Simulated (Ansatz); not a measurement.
# AlN (Fm-3m): from the listed cell to zero pressure

Aim: the volume at which the pressure of AlN (Fm-3m) vanishes.

Method: DFT PBE, scalar-relativistic, plane waves, PAW, in Ansatz 0.2.0.

## (1) The structure to begin with

The structure is cubic, space group Fm-3m (No. 225). Conventional cell: a = 4.069 Å, b = 4.069 Å, c = 4.069 Å, α = 90.00°, β = 90.00°, γ = 90.00°. Al (site symmetry m-3m) has 6 N at 2.03 Å as nearest neighbours. N (site symmetry m-3m) has 6 Al at 2.03 Å as nearest neighbours.

Coordinates:

```cif
data_structure
_symmetry_space_group_name_H-M 'P 1'
_symmetry_Int_Tables_number 1
_cell_length_a 2.8772
_cell_length_b 2.8772
_cell_length_c 2.8772
_cell_angle_alpha 60.000
_cell_angle_beta 60.000
_cell_angle_gamma 60.000
_cell_volume 16.84
loop_
_atom_site_label
_atom_site_type_symbol
_atom_site_fract_x
_atom_site_fract_y
_atom_site_fract_z
_atom_site_occupancy
Al1 Al 0.50000 0.50000 0.50000 1
N1 N 0.00000 0.00000 0.00000 1
```

## (2) First run, at the start cell

The input, input.yaml:

```yaml
crystal:
  lattice:
    - [0.0, 2.034518, 2.034518]
    - [2.034518, 0.0, 2.034518]
    - [2.034518, 2.034518, 0.0]
  atoms:
    - { symbol: Al, position: [0.5, 0.5, 0.5] }
    - { symbol: "N", position: [0.0, 0.0, 0.0] }
basis:
  ecutwfc: 420
  ecutrho_ratio: 4
kpoints:
  mp_grid: { grid: [10, 10, 10] }
hamiltonian:
  xc: pbe
scf:
  occupations: { method: gaussian, width: 0.05 }
output:
  forces: true
  stress: true
  eigenvalues: true
```

Launch:

```console
$ ansatz run input.yaml --threads 1 --pin off --max-ram 2560MiB --backend cpu --events-out ev --progress --plain --runs-dir out
```

Further steps of the session: A new volume, run 2; Volume adjusted, run 3.

Q: Predict the outcome of this session. Wanted: volume; pressure; conventional cell; gap on the mesh.

The runs gave:

| quantity | value |
| --- | --- |
| volume | 8.431 Å³/atom |
| pressure | 0.00 GPa |
| conventional cell | a = 4.071 Å, b = 4.071 Å, c = 4.071 Å, α = 90.00°, β = 90.00°, γ = 90.00° |
| gap on the mesh | 4.44 eV |

In words: The volume went from 8.42 to 8.43 Å³/atom (+0.1 %), where 0.00 GPa is left.

The gaps are Kohn-Sham values of a semilocal functional, not quasiparticle or optical gaps. Such gaps usually fall short of the measured ones.
